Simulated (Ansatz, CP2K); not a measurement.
This is a calculation of Sn for Ansatz 0.2.0. 

File input.yaml:

```yaml
crystal:
  lattice:
    - [4.45495439, 0.0, 0.0]
    - [-3.3066746885, 2.9853845851, 0.0]
    - [-0.5741398507, -1.4926922926, 4.1579865041]
  atoms:
    - { symbol: Sn, position: [0.0, 0.0, 0.0] }
    - { symbol: Sn, position: [0.75, 0.25, 0.5] }
hamiltonian:
  xc: pbe
  pseudopotentials: { kind: paw }
kpoints:
  mp_grid: { grid: [9, 9, 9] }
scf:
  occupations: { method: gaussian, width: 0.1 }
output:
  forces: true
  stress: true
  eigenvalues: true
```

Potentials or basis: Ansatz PAW.

Launch:

```console
$ ansatz run input.yaml --threads 1 --pin off --max-ram 3584MiB --backend cpu --events-out ev --progress --plain --runs-dir out
```

Set up the same calculation for CP2K 2026.2. Potentials or basis there: POTENTIAL_UZH Sn GTH-PBE-q4; TZVP-MOLOPT-PBE-GTH basis.

As run (cutoffs and basis follow the program's own potentials, and thresholds, step limits or extra output files can differ):

sn_scf.inp

```
&GLOBAL
  PROJECT sn_scf
  RUN_TYPE ENERGY_FORCE
  PRINT_LEVEL LOW
&END GLOBAL
&FORCE_EVAL
  METHOD QS
  STRESS_TENSOR ANALYTICAL
  &DFT
    BASIS_SET_FILE_NAME BASIS_MOLOPT_UZH
    POTENTIAL_FILE_NAME POTENTIAL_UZH
    &MGRID
      CUTOFF 450
      REL_CUTOFF 60
      NGRIDS 4
    &END MGRID
    &QS
      METHOD GPW
      EPS_DEFAULT 1.0E-10
    &END QS
    &KPOINTS
      SCHEME MONKHORST-PACK 9 9 9
      GAMMA_CENTERED T
      SYMMETRY T
      SYMMETRY_BACKEND SPGLIB
    &END KPOINTS
    &SCF
      SCF_GUESS ATOMIC
      EPS_SCF 1.0E-6
      MAX_SCF 100
      ADDED_MOS 10
      CHOLESKY OFF
      EPS_EIGVAL 1.0E-7
      &DIAGONALIZATION ON
        ALGORITHM STANDARD
      &END DIAGONALIZATION
      &MIXING ON
        METHOD BROYDEN_MIXING
        ALPHA 0.4
        BETA 1.5
        NBUFFER 8
      &END MIXING
      &SMEAR ON
        METHOD GAUSSIAN
        SIGMA [eV] 0.1
      &END SMEAR
    &END SCF
    &XC
      &XC_FUNCTIONAL
        &GGA_X_PBE
        &END GGA_X_PBE
        &GGA_C_PBE
        &END GGA_C_PBE
      &END XC_FUNCTIONAL
    &END XC
    &PRINT
      &KPOINTS ON
      &END KPOINTS
      &MULLIKEN ON
      &END MULLIKEN
      &MO ON
        ENERGIES T
        OCCUPATION_NUMBERS T
        &EACH
          QS_SCF 0
        &END EACH
        ADD_LAST NUMERIC
      &END MO
    &END PRINT
  &END DFT
  &SUBSYS
    &CELL
      ABC 4.4549543900 4.4549543899 4.4549543900
      ALPHA_BETA_GAMMA 97.4046863304 97.4046863295 137.9231435301
      PERIODIC XYZ
    &END CELL
    &COORD
      Sn  0.0000000000 0.0000000000 0.0000000000
      Sn  2.2274771950 -0.0000000000 2.0789932521
    &END COORD
    &KIND Sn
      BASIS_SET TZVP-MOLOPT-PBE-GTH-q4
      POTENTIAL GTH-PBE-q4
    &END KIND
    &PRINT
      &ATOMIC_COORDINATES ON
      &END ATOMIC_COORDINATES
      &CELL ON
      &END CELL
    &END PRINT
  &END SUBSYS
  &PRINT
    &FORCES ON
    &END FORCES
    &STRESS_TENSOR ON
    &END STRESS_TENSOR
  &END PRINT
&END FORCE_EVAL
```

Potentials or basis: POTENTIAL_UZH Sn GTH-PBE-q4; TZVP-MOLOPT-PBE-GTH basis.

Run with:

```sh
$ OMP_NUM_THREADS=1 cp2k.psmp -i sn_scf.inp -o sn_scf.out
```

Both were run:

|  | Ansatz | CP2K |
| --- | --- | --- |
| Pressure | 1.4 GPa | 2.4 GPa |

Ansatz's pressure holds a Pulay term of +0.03 GPa for its cutoff of 420 eV, which the other run lacks.

The potentials hold 28 and 8 valence electrons a cell.

Where Ansatz's input types no cutoff or centring, it takes its own default and a Γ-centred mesh.

The two runs disagree by more than potentials and bases usually give (in gap, levels, pressure or energy); the cause wasn't traced.

Pressure is positive in compression.
